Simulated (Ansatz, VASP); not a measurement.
**In3O: VASP beside Ansatz**

```
In O
1.0
     5.31834    0.00000    0.00000
    -2.65917    4.60581    0.00000
     0.00000    0.00000    4.27342
In O
3 1
Direct
  0.33333 0.66667 0.00000
  0.66667 0.33333 0.00000
  0.00000 0.00000 0.50000
  0.00000 0.00000 0.00000
```

Alike in both runs: functional PBE; k mesh 12 × 12 × 10; occupations gaussian, width 0.1 eV; no spin polarisation.

Ansatz relaxed the structure, and its values are those at the end. VASP's run is a single point on that final structure, the one shown.

|  | VASP | Ansatz |
| --- | --- | --- |
| version | VASP 6.6.1 | Ansatz 0.2.0 |
| potentials or method | VASP PAW PBE potentials, release 64 (In_d, O) | scalar-relativistic, plane waves, PAW |
| plane-wave cutoff (eV) | 520 | 420 |
| valence electrons in the cell | 45 | 45 |

```tsv
	VASP	Ansatz	Ansatz less VASP
gap on the k mesh at the Fermi level (eV)	none	none	-
pressure (GPa)	0.0	0.0	-0.01
```

A gap of «none» marks a metal or a gap that the smearing closes.

Caveats: an odd number of electrons without spin polarisation forces a metal; a magnetic or distorted state may lie lower.
